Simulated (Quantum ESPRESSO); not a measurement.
A run of Quantum ESPRESSO 7.5 is set up as follows.

Contents of run.py:

```python
import numpy as np
from ase.calculators.espresso import Espresso, EspressoProfile
from ase import Atoms

atoms = Atoms(['Cu', 'Cl', 'Cl'],
              cell=[[-2.254859, 2.254859, 6.859903], [2.254859, -2.254859, 6.859903], [2.254859, 2.254859, -6.859903]],
              scaled_positions=[[0.0, 0.0, 0.0], [0.0, 0.5, 0.5], [0.5, 0.0, 0.5]],
              pbc=True)

input_data = {
    'control': {'calculation': 'scf', 'prefix': 'pwscf', 'outdir': './tmp', 'tprnfor': True, 'tstress': True, 'disk_io': 'nowf'},
    'system': {'ecutwfc': 56.0, 'ecutrho': 448.0, 'nbnd': 24, 'occupations': 'smearing', 'smearing': 'fd', 'degauss': 0.00367493},
    'electrons': {'conv_thr': 6e-10, 'electron_maxstep': 120, 'mixing_beta': 0.5},
}
pseudopotentials = {'Cl': 'cl_pbesol_v1.4.uspp.F.UPF', 'Cu': 'cu_pbesol_v1.2.uspp.F.UPF'}
profile = EspressoProfile(command='mpirun -n 2 pw.x -nk 2', pseudo_dir='pseudo')
dft = Espresso(profile=profile, input_data=input_data, pseudopotentials=pseudopotentials, kpts=(8, 8, 8), koffset=(0, 0, 0))
atoms.calc = dft

print(f'energy {atoms.get_potential_energy():.8f} eV')
print('forces (eV/A)')
print(np.round(atoms.get_forces(), 6))
print('stress (eV/A^3, Voigt)')
print(np.round(atoms.get_stress(), 8))
print(f'Fermi level {dft.get_fermi_level():.4f} eV')
```

Potentials or basis: GBRV 1.5 PBEsol.

The run is started by

```bash
$ OMP_NUM_THREADS=1 python run.py
```

**Question.** Predict the pressure.

**Answer.** -0.9 GPa.

**Question.** What does it give for the band gap on the k mesh?

**Answer.** None (metal or under the smearing width).

Stress tensor (GPa, compression positive):
```
-1.35  0.00  0.00
 0.00 -1.35  0.00
 0.00  0.00 -0.08
```

Caveat: an odd number of electrons without spin polarisation forces a metal; a magnetic or distorted state may lie lower; the run has no spin polarisation, though such a crystal can be magnetic; semilocal functionals often make such compounds metallic where correlation or magnetic order opens a gap, which also shifts bond lengths. With open d or f shells a metallic result of PBEsol can be an artefact of self-interaction; +U or a hybrid may open a gap.
